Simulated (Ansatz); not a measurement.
Input and command of a calculation in Ansatz (plane waves; scalar-relativistic PAW potentials unless the input names others):

```yaml
crystal:
  lattice:
    - [0.0, 3.1384825396, 3.1384825396]
    - [3.1384825396, 0.0, 3.1384825396]
    - [3.1384825396, 3.1384825396, 0.0]
  atoms:
    - { symbol: Rb, position: [0.0, 0.0, 0.0] }
    - { symbol: Cl, position: [0.5, 0.5, 0.5] }
kpoints:
  mp_grid: { grid: [3, 3, 3] }
hamiltonian:
  xc: r2scan
  pseudopotentials: { kind: paw_fr }
scf:
  occupations: { method: gaussian, width: 0.02 }
output:
  forces: true
  eigenvalues: true
  stress: true
magnetization:
  noncollinear: true
  spin_orbit: true
```

```bash
ansatz run input.yaml --threads 1 --pin off --max-ram 1331MiB --backend cpu --events-out ev --progress --plain --runs-dir out
```

Abridged log:
```
Pseudopotentials: kind: paw_fr
Pseudopotential: Rb, paw_fr, valence charge 9, recommended cutoff 500 eV (meta_gga)#standard-fr
Pseudopotential: Cl, paw_fr, valence charge 7, recommended cutoff 500 eV (meta_gga)#standard-fr
Functional definition: r2SCAN
non-collinear run that drives no moment, with spin-orbit: no starting moment large enough to seed its density (crystal.atoms[].spin), no starting occupations that ask for one, no magnetisation constraint and no magnetic field, so the semilocal B_xc is pinned to zero
Crystal: 2 atoms, lattice volume = 61.829 Å³
Basis set: ecut = 500 eV, 1471 PW (Γ), exchange–correlation on 144×144×144 points (64 copies of the dense FFT grid, shifted against one another)
Bands: 24, of which v1, the nominal top of the filled ones, is band 16 counted from 1 (15 counted from 0)
Symmetry: 48 space group operations + 48 with time reversal
Magnetic group: BNS 225.117 (UNI 1619), of the structure as read, at distance tolerance 4.0e-5 Å
k-points: 4 of 27
Projection manifold: j_resolved (fully-relativistic pseudo-atomic orbitals)
Initial density: superposition of atomic densities (chi_scale 0.1, normalization cell, long waves kept (reshape's long-wave potential 0.00 eV rms))
Initial wavefunctions: pseudopotential atomic-orbital guess
Functional: x = r2scan, c = r2scan; τ floored in thin density (d = 2e-4 eV/Å³)
SCF iter   1: F=—  HF=-4362.046642 eV  |F-HF|=—  |Δ(HF+E_count)|=         —  Δρ=3.81e-2  dr2=1.51e0  dr2_τ=9.34e-3  dr2_m=0.00e0 (ungated) ethr=3.10e-3  |M|=0.00e0 ∫|m|=0.00e0 μB  |m|>n=0.0e0 m-floor=0.0e0 τ_xc=0.0e0  β_m=0.30  ⟨swp⟩=9.5  Hψ=283  notcnv=0
SCF iter   2: F=—  HF=-4361.553298 eV  |F-HF|=—  |Δ(HF+E_count)|=   4.93e-1  Δρ=1.63e-2  dr2=2.79e-1  dr2_τ=2.87e-3  dr2_m=0.00e0 (ungated) ethr=3.10e-3  |M|=0.00e0 ∫|m|=0.00e0 μB  |m|>n=0.0e0 m-floor=0.0e0 τ_xc=0.0e0  β_m=0.40  ⟨swp⟩=3.5  Hψ=105  notcnv=0  defer=14
SCF iter   3: F=—  HF=-4361.457166 eV  |F-HF|=—  |Δ(HF+E_count)|=   9.61e-2  Δρ=4.82e-3  dr2=1.65e-2  dr2_τ=1.81e-4  dr2_m=0.00e0 (ungated) ethr=1.74e-3  |M|=0.00e0 ∫|m|=0.00e0 μB  |m|>n=0.0e0 m-floor=0.0e0 τ_xc=0.0e0  β_m=0.54  ⟨swp⟩=3.0  Hψ=79  notcnv=0  defer=14
SCF iter   4: F=—  HF=-4361.460738 eV  |F-HF|=—  |Δ(HF+E_count)|=   3.57e-3  Δρ=1.41e-3  dr2=1.07e-3  dr2_τ=2.05e-5  dr2_m=0.00e0 (ungated) ethr=1.03e-4  |M|=0.00e0 ∫|m|=0.00e0 μB  |m|>n=0.0e0 m-floor=0.0e0 τ_xc=0.0e0  β_m=0.66  ⟨swp⟩=4.2  Hψ=89  notcnv=0  defer=14
SCF iter   5: F=—  HF=-4361.461102 eV  |F-HF|=—  |Δ(HF+E_count)|=   3.64e-4  Δρ=1.32e-4  dr2=7.29e-6  dr2_τ=1.76e-7  dr2_m=0.00e0 (ungated) ethr=6.67e-6  |M|=0.00e0 ∫|m|=0.00e0 μB  |m|>n=0.0e0 m-floor=0.0e0 τ_xc=0.0e0  β_m=0.83  ⟨swp⟩=2.0  Hψ=71  notcnv=0  defer=14
SCF iter   6: F=—  HF=-4361.461138 eV  |F-HF|=—  |Δ(HF+E_count)|=   3.60e-5  Δρ=1.39e-5  dr2=3.46e-8  dr2_τ=1.45e-9  dr2_m=0.00e0 (ungated) ethr=6.25e-10  |M|=0.00e0 ∫|m|=0.00e0 μB  |m|>n=0.0e0 m-floor=0.0e0 τ_xc=0.0e0  β_m=0.88  ⟨swp⟩=12.8  Hψ=364  notcnv=0
SCF iter   7: F=-4361.461138 eV  HF=-4361.461138 eV  |F-HF|=6.26e-10  |Δ(HF+E_count)|=   6.99e-8  Δρ=1.40e-6  dr2=6.80e-10  dr2_τ=9.60e-11  dr2_m=0.00e0 (ungated) ethr=2.16e-10  |M|=0.00e0 ∫|m|=0.00e0 μB  |m|>n=0.0e0 m-floor=0.0e0 τ_xc=0.0e0  ⟨swp⟩=2.2  Hψ=162  notcnv=0
SCF 1 converged in 7 iterations: F = -4361.461138 eV  dr2 = 6.80e-10
SCF converged after 7 iterations
Magnetization: |M| = 0.0000 μB, M = (+0.0000, +0.0000, +0.0000) μB
Absolute magnetization: 0.0000 μB (∫|m|)
  site 0: m = (+0.0000, +0.0000, +0.0000) μB, |m| = 0.0000 μB  (R = 1.29 Å)
  site 1: m = (+0.0000, +0.0000, +0.0000) μB, |m| = 0.0000 μB  (R = 1.29 Å)
Free energy (F): -4361.461138 eV
Harris-Foulkes:  -4361.461138 eV  (|F-HF|=6.26e-10)
Internal energy: -4361.461138 eV  (E = F + TS)
E sigma→0 (E₀):  -4361.461138 eV
Fermi energy:    4.696385 eV
--- Forces (eV/Å), atoms counted from 1 ---
  atom   1  Rb     0.00000000     0.00000000     0.00000000
  atom   2  Cl     0.00000000     0.00000000     0.00000000
--- Stress (GPa, compression-positive) ---
        3.934463       0.000000       0.000000
        0.000000       3.934463       0.000000
        0.000000       0.000000       3.934463
  P = ⅓ Tr σ = 3.9345 GPa (39.345 kbar)
```

Apart from outputs and empty bands, the input differs from a reference run on usual settings in kpoints.mp_grid.grid: [6, 6, 6] → [3, 3, 3]; hamiltonian.xc: "pbe" → "r2scan"; hamiltonian.pseudopotentials: not typed → {"kind": "paw_fr"}; magnetization: not typed → {"noncollinear": true, "spin_orbit": true}; basis.ecutwfc: 420 → not typed. The reference, at the same geometry (not necessarily relaxed), gave pressure 4.51 GPa, largest force 0.000 eV/Å, gap on the mesh 5.49 eV. This run converged in 7 SCF iterations (reference: 6) with a total energy on another zero (with these potentials totals step by a constant when spin–orbit coupling is switched, so their difference is no spin–orbit energy), pressure 3.93 GPa, largest force 0.000 eV/Å, gap on the mesh 6.06 eV. Its k mesh is looser than usual. The Hamiltonian differs as well, so the change in the result can't be put down to that alone.